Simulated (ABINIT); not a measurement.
Crystal: HfO2.

```xyz
3
Lattice="0.0000 2.5575 2.5575 2.5575 0.0000 2.5575 2.5575 2.5575 0.0000" Properties=species:S:1:pos:R:3 pbc="T T T"
Hf    0.0000    0.0000    0.0000
O     3.8363    3.8363    3.8363
O     1.2788    1.2788    1.2788
```

Measurements of this composition are mostly on another form, of space group No. 14.

Base run:

| Property | Result |
| --- | --- |
| Program | ABINIT 10.8.3 (patched build) |
| Functional | SOGGA |
| Potentials or basis | JTH PAW PBE v2.0 |
| Cutoff | 626 eV |
| k mesh | 9 × 9 × 9 |
| Occupations | fermi-dirac, width 0.05 eV |
| Spin | no spin polarisation |

Its results: band gap on the k mesh 3.69 eV, indirect (least direct gap 3.81 eV); pressure -14.3 GPa.

Problem. The run is repeated on the same cell with these changes: functional from SOGGA to rPW86PBE. What comes out?

Solution. Band gap on the k mesh 3.86 eV, indirect (least direct gap 3.97 eV); pressure 1.2 GPa.

Caveats: the PAW data sets were made with another functional, which shifts forces and pressure a little; spin-orbit coupling is left out, which moves the levels of the heavy elements; the mesh misses the band edges, which the band path finds closer together.

Not every run made on this cell is shown here.
